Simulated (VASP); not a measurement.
# NaH (Fm-3m) in VASP: a series of runs, part 2 of 2

VASP 6.6.1. The steps go on from the part before.

## (3) Relaxation of cell and atoms, PBE, target pressure 6 GPa, at which the enthalpy is minimised

This run uses another cell than the first one, of 14.10 Å³/atom, 0.971 times its volume.

The input, INCAR:

```
SYSTEM = NaH
PREC     = Accurate       ! precision mode
ENCUT    = 600            ! plane-wave cutoff, eV
EDIFF    = 1E-6           ! SCF threshold, eV
ISMEAR   = 0              ! smearing method
SIGMA    = 0.01           ! smearing width, eV
LREAL    = .FALSE.        ! projectors in reciprocal space
LASPH    = .TRUE.         ! aspherical terms in the spheres
NELM     = 80             ! most SCF steps
ALGO     = Normal         ! electronic algorithm
ISIF     = 3              ! what is computed and relaxed
LWAVE    = .FALSE.        ! write WAVECAR
LCHARG   = .FALSE.        ! write CHGCAR
GGA      = PE             ! functional
IBRION   = 2              ! ionic algorithm
NSW      = 80             ! ionic steps
EDIFFG   = -0.001         ! ionic threshold
PSTRESS  = 60.0
```

The input, KPOINTS:

```
regular mesh
0
G
  8 8 8
  0 0 0
```

The input, POSCAR:

```
NaH
1.0
    0.0000000000      2.4160403214      2.4160403214
    2.4160403214      0.0000000000      2.4160403214
    2.4160403214      2.4160403214      0.0000000000
Na H
1 1
Direct
    0.0000000000      0.0000000000      0.0000000000
    0.5000000000      0.5000000000      0.5000000000
```

Potentials or basis: VASP PAW PBE potentials, release 64 (Na_pv, H).

Started as:

```sh
$ cat potpaw_PBE.64/Na_pv/POTCAR potpaw_PBE.64/H/POTCAR > POTCAR
$ mpirun -np 1 vasp_std > vasp.out
```

OUTCAR:

```text
SYSTEM = NaH
   PREC = Accurate
   ENCUT = 600
   EDIFF = 1E-6
   ISMEAR = 0
   LREAL = .FALSE.
   LASPH = .TRUE.
   NELM = 80
   ISIF = 3
   GGA = PE
   IBRION = 2
   NSW = 80
   EDIFFG = -0.001
   PSTRESS = 60.0

 ion  position               nearest neighbor table
   1  0.000  0.000  0.000-
   2  0.500  0.500  0.500-

  LATTYP: Found a face centered cubic cell.
 ALAT       =     4.8320806428

  Lattice vectors:

 A1 = (   0.0000000000,   2.4160403214,   2.4160403214)
 A2 = (   2.4160403214,   0.0000000000,   2.4160403214)
 A3 = (   2.4160403214,   2.4160403214,   0.0000000000)

Analysis of symmetry for initial positions (statically):
=====================================================================
 Subroutine PRICEL returns:
 Original cell was already a primitive cell.

[... 370 lines left out ...]
  free energy    TOTEN  =        -5.01173880 eV

  energy without entropy =       -5.01173880  energy(sigma->0) =       -5.01173880

 E-fermi :  -0.3969     XC(G=0):  -8.4062

 val. band max:       -0.4660965545   @ k =  -0.2500   0.5000   0.2500
 cond. band min:       3.6124574060   @ k =   0.5000   0.0000   0.0000
 fundamental gap:      4.0785539605
 Fermi energy:        -0.3969251506

 k-point     1 :       0.0000    0.0000    0.0000
  band No.  band energies     occupation
      1     -22.2754      2.00000
      2     -22.2754      2.00000
      3     -22.2754      2.00000
      4      -4.6202      2.00000
      5      11.6732      0.00000
      6      16.5495      0.00000
      7      16.5495      0.00000
      8      16.5496      0.00000
[... 243 lines left out ...]
 k-point    24 :      -0.3750    0.2500    0.1250
  band No.  band energies     occupation
      1     -22.4208      2.00000
      2     -22.3373      2.00000
      3     -22.3085      2.00000
      4      -0.9962      2.00000
      5       4.4914      0.00000
      6       8.0968      0.00000
      7      11.8156      0.00000
      8      16.3252      0.00000

 [... further k-points ...]
[... 5 lines left out ...]
  --------------------------------------------------------------------------------------
  -------------------------------------------------------------------------------------
  Total        0.8807724      0.8807724      0.8807724     -0.0000000     -0.0000000      0.0000000
  in kB       60.0409023     60.0409023     60.0409023     -0.0000000     -0.0000000      0.0000000
  external PRESSURE =       0.0409023 kB  Pullay stress =      60.0000000 kB
[... 21 lines left out ...]
  energy  without entropy=       -5.0117387956  energy(sigma->0) =       -5.01173880

  enthalpy is  TOTEN    =        -4.1315664415 eV   P V=        0.8801723541

 reached required accuracy - stopping structural energy minimisation
```

OSZICAR:

```text
N       E                     dE             d eps       ncg     rms          rms(c)
DAV:   1     0.185407096805E+02    0.18541E+02   -0.52256E+03   464   0.113E+03
DAV:   2    -0.500496905875E+01   -0.23546E+02   -0.23546E+02   488   0.137E+02
DAV:   3    -0.551357897888E+01   -0.50861E+00   -0.50861E+00   600   0.276E+01
DAV:   4    -0.551581631921E+01   -0.22373E-02   -0.22373E-02   648   0.177E+00
[... 116 lines left out ...]
       N       E                     dE             d eps       ncg     rms          rms(c)
DAV:   1    -0.501174344425E+01    0.30575E-03   -0.15716E-04   464   0.278E-01    0.151E-02
DAV:   2    -0.501174043253E+01    0.30117E-05   -0.42076E-06   464   0.468E-02    0.766E-03
DAV:   3    -0.501173892424E+01    0.15083E-05   -0.20131E-06   240   0.309E-02    0.768E-04
DAV:   4    -0.501173879562E+01    0.12862E-06   -0.92209E-08   232   0.702E-03
  22 F= -.41315664E+01 E0= -.41315664E+01  d E =-.174040E-04
```

Wall time 34 s (1 thread of Intel Xeon Platinum 8488C (Sapphire Rapids), shared host); peak memory 0.15 GiB.

Results:

* Free energy: -5.0117 eV
* Relaxed volume: 11.75 Å³/atom
* Relaxed cell: a = 3.215 Å, b = 3.215 Å, c = 3.215 Å, α = 60.00°, β = 60.00°, γ = 60.00°
* Space group after relaxing (to 0.05 Å): Fm-3m (No. 225)
* Energy change on relaxing (the enthalpy is what falls): +38.1 meV/atom
* Ionic steps: 22
* Pressure after relaxing: 6.0 GPa
* Band gap on the k mesh: 4.08 eV, indirect (least direct gap 5.01 eV)

The path:
```
step  energy change (eV)  largest force (eV/Å)  pressure (GPa)  volume (Å³)
   1              0.0000                0.0000            0.01        28.21
   2              0.0129                0.0000            2.11        26.11
   3              0.0561                0.0000            4.98        24.09
   4              0.0774                0.0000            6.06        23.47
   5              0.0741                0.0000            5.84        23.56
   6              0.0741                0.0000            5.88        23.56
   7              0.0742                0.0000            5.86        23.56
   8              0.0742                0.0000            5.91        23.56
   9              0.0742                0.0000            5.89        23.56
  10              0.0742                0.0000            5.90        23.56
  11              0.0743                0.0000            5.90        23.56
  12              0.0743                0.0000            5.89        23.55
  13              0.0743                0.0000            5.89        23.55
  14              0.0745                0.0000            5.88        23.55
  15              0.0747                0.0000            5.98        23.54
  16              0.0747                0.0000            5.91        23.54
  17              0.0749                0.0000            5.90        23.54
  18              0.0751                0.0000            5.95        23.53
  19              0.0756                0.0000            5.98        23.52
  20              0.0765                0.0000            6.04        23.49
  21              0.0759                0.0000            5.96        23.51
  22              0.0762                0.0000            6.00        23.50
```

Final structure:
```
Na H
1.0
     0.00000    2.27352    2.27352
     2.27352    0.00000    2.27352
     2.27352    2.27352    0.00000
Na H
1 1
Direct
  0.00000 0.00000 0.00000
  0.50000 0.50000 0.50000
```

Caveat: the cell is relaxed towards a set pressure, so the enthalpy falls and the energy may rise; the volume moved by over 15 % at a fixed basis, so the end points are rough.

## (4) Single point, PBE (strained and moved within the space group)

The input, INCAR:

```
PREC = Accurate
ENCUT = 520
EDIFF = 1E-6
ISMEAR = 0
SIGMA = 0.02
LREAL = F
LASPH = T
NELM = 100
ALGO = Fast
ISIF = 2
LWAVE = F
LCHARG = F
GGA = PE
NBANDS = 11
```

The input, KPOINTS:

```
regular mesh
0
Gamma
  8 8 8
```

The input, POSCAR:

```
NaH
1.0
    0.0000000000      2.4002768000      2.4002768000
    2.4002768000      0.0000000000      2.4002768000
    2.4002768000      2.4002768000      0.0000000000
Na H
1 1
Direct
    0.0000000000      0.0000000000      0.0000000000
    0.5000000000      0.5000000000      0.5000000000
```

Potentials or basis: VASP PAW PBE potentials, release 64 (Na_pv, H).

Started as:

```sh
$ cat potpaw_PBE.64/Na_pv/POTCAR potpaw_PBE.64/H/POTCAR > POTCAR
$ mpirun -np 1 vasp_std > vasp.out
```

OUTCAR:

```text
PREC = Accurate
   ENCUT = 520
   EDIFF = 1E-6
   ISMEAR = 0
   LREAL = F
   LASPH = T
   NELM = 100
   ISIF = 2
   GGA = PE

 ion  position               nearest neighbor table
   1  0.000  0.000  0.000-
   2  0.500  0.500  0.500-

  LATTYP: Found a face centered cubic cell.
 ALAT       =     4.8005536000

  Lattice vectors:

 A1 = (   0.0000000000,   2.4002768000,   2.4002768000)
 A2 = (   2.4002768000,   0.0000000000,   2.4002768000)
 A3 = (   2.4002768000,   2.4002768000,   0.0000000000)

Analysis of symmetry for initial positions (statically):
=====================================================================
 Subroutine PRICEL returns:
 Original cell was already a primitive cell.

 Routine SETGRP: Setting up the symmetry group for a
 face centered cubic supercell.

 Subroutine GETGRP returns: Found 48 space group operations
 (whereof 48 operations were pure point group operations)
 out of a pool of 48 trial point group operations.

The static configuration has the point symmetry O_h .

Analysis of symmetry for dynamics (positions and initial velocities):
=====================================================================
 Subroutine PRICEL returns:
 Original cell was already a primitive cell.

 Routine SETGRP: Setting up the symmetry group for a
 face centered cubic supercell.

 Subroutine GETGRP returns: Found 48 space group operations
 (whereof 48 operations were pure point group operations)
 out of a pool of 48 trial point group operations.

The dynamic configuration has the point symmetry O_h .

 Subroutine INISYM returns: Found 48 space group operations
 (whereof 48 operations are pure point group operations),
 and found     1 'primitive' translations

----------------------------------------------------------------------------------------

                                     Primitive cell

  volume of cell :      27.6576

  direct lattice vectors                    reciprocal lattice vectors
     0.000000000  2.400276800  2.400276800    -0.208309308  0.208309308  0.208309308
     2.400276800  0.000000000  2.400276800     0.208309308 -0.208309308  0.208309308
     2.400276800  2.400276800  0.000000000     0.208309308  0.208309308 -0.208309308

  length of vectors
     3.394504004  3.394504004  3.394504004     0.360802306  0.360802306  0.360802306

  position of ions in fractional coordinates (direct lattice)
     0.000000000  0.000000000  0.000000000
     0.500000000  0.500000000  0.500000000

  ion indices of the primitive-cell ions
   primitive index   ion index
                 1           1
                 2           2

----------------------------------------------------------------------------------------

 KPOINTS: regular mesh

Automatic generation of k-mesh.
 Grid dimensions read from file:
 generate k-points for:    8    8    8

 Generating k-lattice:

  Cartesian coordinates                     Fractional coordinates (reciprocal lattice)
    -0.026038664  0.026038664  0.026038664     0.125000000  0.000000000  0.000000000
     0.026038664 -0.026038664  0.026038664     0.000000000  0.125000000  0.000000000
     0.026038664  0.026038664 -0.026038664     0.000000000  0.000000000  0.125000000

  Length of vectors
     0.045100288  0.045100288  0.045100288

  Shift w.r.t. Gamma in fractional coordinates (k-lattice)
     0.000000000  0.000000000  0.000000000

 Subroutine IBZKPT returns following result:
 ===========================================

 Found     29 irreducible k-points:

 Following reciprocal coordinates:
            Coordinates               Weight
  0.000000  0.000000  0.000000      1.000000
  0.125000  0.000000  0.000000      8.000000
  0.250000  0.000000  0.000000      8.000000
  0.375000  0.000000  0.000000      8.000000
  0.500000  0.000000  0.000000      4.000000
  0.125000  0.125000  0.000000      6.000000
[... 16 lines left out ...]
  0.500000  0.250000  0.125000     48.000000
 -0.375000  0.250000  0.125000     24.000000
 [... further k-points ...]
   k-points           NKPTS =     29   k-points in BZ     NKDIM =     29   number of bands    NBANDS=     11
   number of dos      NEDOS =    301   number of ions     NIONS =      2
   total plane-waves  NPLWV =  21952
   dimension x,y,z NGX =    28 NGY =   28 NGZ =   28
   dimension x,y,z NGXF=    56 NGYF=   56 NGZF=   56
   ions per type =               1   1
   NGX,Y,Z   is equivalent  to a cutoff of  13.71, 13.71, 13.71 a.u.
   NGXF,Y,Z  is equivalent  to a cutoff of  27.43, 27.43, 27.43 a.u.
 SYSTEM =  unknown system
   PREC   = accura    normal or accurate (medium, high low for compatibility)
   ISTART =      0    job   : 0-new  1-cont  2-samecut
   ICHARG =      2    charge: 1-file 2-atom 10-const
   ISPIN  =      1    spin polarized calculation?
   LNONCOLLINEAR =      F non collinear calculations
   LSORBIT =      F    spin-orbit coupling
   LASPH  =      T    aspherical Exc in radial PAW
   ENCUT  =  520.0 eV  38.22 Ry    6.18 a.u.   6.31  6.31  6.31*2*pi/ulx,y,z
   NELM   =    100;   NELMIN=  2; NELMDL= -5     # of ELM steps
   EDIFF  = 0.1E-05   stopping-criterion for ELM
[... 8 lines left out ...]
   TEBEG  =    0.0;   TEEND  =   0.0 temperature during run
   PSTRESS=    0.0 pullay stress
   NELECT =       8.0000    total number of electrons
   NUPDOWN=      -1.0000    fix difference up-down
   EMIN   =  10.00;   EMAX   =-10.00  energy-range for DOS
   EFERMI =   0.00;   METHOD = LEGACY
   ISMEAR =     0;   SIGMA  =   0.02  broadening in eV -4-tet -1-fermi 0-gaus
   EFERMI_NEDOS =   21; number of points for ismear=-14 and -15
   IALGO  =     68    algorithm
   IMIX   =      4    mixing-type and parameters
     AMIX     =   0.40;   BMIX     =  1.00
     AMIX_MAG =   1.60;   BMIX_MAG =  1.00
  volume/ion in A,a.u.               =      13.83        93.32
  Fermi-wavevector in a.u.,A,eV,Ry     =   1.082680  2.045969 15.948698  1.172196
  Thomas-Fermi vector in A             =   2.218728
   LORBIT       =      0    0 simple, 1 ext, 2 COOP (PROOUT), +10 PAW based schemes
   GGA     = PE    functional components
   LHFCALC =     F    Hartree Fock is set to
   AEXX    =    0.0000 exact exchange contribution
   IVDW    =     0    specifies the selected vdW correction
   LEPSILON=     F    determine dielectric tensor
   LRPA    =     F    only Hartree local field effects (RPA)
 non-spin polarized calculation
 RMM-DIIS sequential band-by-band and
 Gauss-broadening in eV      SIGMA  =   0.02
  energy-cutoff  :      520.00
  volume of cell :       27.66
 maximum number of plane-waves:       755
 NGX is ok and might be reduce to    28
   NGX = 13   NGY = 13   NGZ = 13

 number of electron       7.9999993 magnetization

 Free energy of the ion-electron system (eV)
  ---------------------------------------------------
  ext. energy  EPLUGINS =         0.00000000
  ---------------------------------------------------
  free energy    TOTEN  =        -5.08668615 eV

  energy without entropy =       -5.08668615  energy(sigma->0) =       -5.08668615

 E-fermi :  -0.9262     XC(G=0):  -7.8369

 val. band max:       -1.0497760386   @ k =  -0.2500   0.5000   0.2500
 cond. band min:       2.7438725177   @ k =   0.5000   0.0000   0.0000
 fundamental gap:      3.7936485563
 Fermi energy:        -0.9262133885

 k-point     1 :       0.0000    0.0000    0.0000
  band No.  band energies     occupation
      1     -23.1174      2.00000
      2     -23.1174      2.00000
      3     -23.1174      2.00000
      4      -4.7236      2.00000
      5       9.5451      0.00000
      6      14.7012      0.00000
      7      14.7012      0.00000
      8      14.7012      0.00000
      9      15.6083      0.00000
     10      15.6083      0.00000
     11      15.6083      0.00000

 k-point     2 :       0.1250    0.0000    0.0000
  band No.  band energies     occupation
      1     -23.1324      2.00000
      2     -23.1192      2.00000
      3     -23.1192      2.00000
      4      -4.4509      2.00000
      5       8.6378      0.00000
      6      12.0762      0.00000
      7      13.8931      0.00000
      8      13.8931      0.00000
      9      16.5855      0.00000
     10      16.5855      0.00000
     11      16.7463      0.00000
[... 295 lines left out ...]
 k-point    24 :      -0.3750    0.2500    0.1250
  band No.  band energies     occupation
      1     -23.2023      2.00000
      2     -23.1543      2.00000
      3     -23.1375      2.00000
      4      -1.5383      2.00000
      5       3.5375      0.00000
      6       6.8472      0.00000
      7      10.0988      0.00000
      8      14.0647      0.00000
      9      15.2847      0.00000
     10      18.5470      0.00000
     11      20.6744      0.00000

 [... further k-points ...]
[... 5 lines left out ...]
  --------------------------------------------------------------------------------------
  -------------------------------------------------------------------------------------
  Total        0.0757104      0.0757104      0.0757104     -0.0000000     -0.0000000      0.0000000
  in kB        4.3858314      4.3858314      4.3858314     -0.0000000     -0.0000000      0.0000000
  external PRESSURE =       4.3858314 kB  Pullay stress =       0.0000000 kB

 VOLUME and BASIS-vectors are now :
 -----------------------------------------------------------------------------
  energy-cutoff  :      520.00
  volume of cell :       27.66
      direct lattice vectors                 reciprocal lattice vectors
     0.000000000  2.400276800  2.400276800    -0.208309308  0.208309308  0.208309308
     2.400276800  0.000000000  2.400276800     0.208309308 -0.208309308  0.208309308
     2.400276800  2.400276800  0.000000000     0.208309308  0.208309308 -0.208309308

 POSITION                                       TOTAL-FORCE (eV/Angst)
 -----------------------------------------------------------------------------------
      0.00000      0.00000      0.00000         0.000000      0.000000      0.000000
      2.40028      2.40028      2.40028        -0.000000     -0.000000     -0.000000
 -----------------------------------------------------------------------------------
    total drift:                               -0.000000     -0.000000      0.000000

  FREE ENERGIE OF THE ION-ELECTRON SYSTEM (eV)
  ---------------------------------------------------
  free  energy   TOTEN  =        -5.0866861507 eV

  energy  without entropy=       -5.0866861507  energy(sigma->0) =       -5.08668615
```

OSZICAR:

```text
N       E                     dE             d eps       ncg     rms          rms(c)
DAV:   1     0.349036026204E+02    0.34904E+02   -0.44407E+03   638   0.729E+02
DAV:   2    -0.432166832930E+01   -0.39225E+02   -0.38733E+02   656   0.190E+02
DAV:   3    -0.550802813841E+01   -0.11864E+01   -0.11847E+01   758   0.322E+01
DAV:   4    -0.551577975707E+01   -0.77516E-02   -0.77505E-02   759   0.260E+00
DAV:   5    -0.551584385654E+01   -0.64099E-04   -0.64099E-04   725   0.245E-01    0.320E+00
RMM:   6    -0.517597655557E+01    0.33987E+00   -0.61506E-02   806   0.130E+00    0.152E+00
RMM:   7    -0.508233012850E+01    0.93646E-01   -0.95620E-02   845   0.130E+00    0.346E-01
RMM:   8    -0.508647826121E+01   -0.41481E-02   -0.69168E-03   816   0.871E-01    0.671E-02
RMM:   9    -0.508670728092E+01   -0.22902E-03   -0.15961E-03   852   0.278E-01    0.229E-02
RMM:  10    -0.508668295055E+01    0.24330E-04   -0.11806E-04   915   0.118E-01    0.737E-03
RMM:  11    -0.508668741077E+01   -0.44602E-05   -0.38637E-05   852   0.674E-02    0.918E-03
RMM:  12    -0.508668601127E+01    0.13995E-05   -0.61366E-06   919   0.315E-02    0.561E-04
RMM:  13    -0.508668615068E+01   -0.13941E-06   -0.16783E-06   686   0.141E-02
   1 F= -.50866862E+01 E0= -.50866862E+01  d E =-.350438E-20
```

stdout:

```text
POSCAR found type information on POSCAR NaH
 POSCAR found :  2 types and       2 ions
 scaLAPACK will be used
 LDA part: xc-table for (Slater+PW92), standard interpolation
 POSCAR, INCAR and KPOINTS ok, starting setup
 FFT: planning ... GRIDC
 FFT: planning ... GRID_SOFT
 FFT: planning ... GRID
 WAVECAR not read
 entering main loop
```

Run time: 8.5 s. Hardware: 1 thread of Intel Xeon Platinum 8488C (Sapphire Rapids), shared host; peak memory 0.15 GiB.

What came out:

| Property | Result |
| --- | --- |
| Free energy | -5.0867 eV |
| Pressure | 0.4 GPa |
| Band gap on the k mesh | 3.79 eV, indirect (least direct gap 4.66 eV) |

Levels at points of the mesh, in eV from the valence-band top:
```tsv
k point	band 1	band 2	band 3	band 4	band 5	band 6	band 7	band 8
(0.00, 0.00, 0.00)	-22.07	-22.07	-22.07	-3.67	10.59	15.75	15.75	15.75
(0.50, 0.00, 0.00)	-22.17	-22.08	-22.08	-0.87	3.79	10.92	13.51	13.51
(0.50, 0.50, 0.00)	-22.16	-22.10	-22.10	-0.18	4.68	10.11	10.80	10.80
```

## (5) Summary

```csv
task,cell,k mesh,cutoff (eV),smearing,target pressure,gap on the mesh (eV),pressure (GPa)
single point,"Fm-3m, 14.53 Å³/atom",6 × 6 × 6,520,gaussian 0.1 eV,-,3.76,-0.7
relaxation of cell and atoms,relaxed to 6 GPa,8 × 8 × 8,600,gaussian 0.01 eV,6 GPa,4.08,6.0
single point,strained and moved within the space group,8 × 8 × 8,520,gaussian 0.02 eV,-,3.79,0.4
```

Alike in all rows: level PBE; potentials or basis VASP PAW PBE potentials, release 64 (Na_pv, H); no spin polarisation.

Caveats: the cell is relaxed towards a set pressure, so the enthalpy falls and the energy may rise (some runs); the volume moved by over 15 % at a fixed basis, so the end points are rough (some runs).

Absolute energies hang on the potentials; compare differences alone.
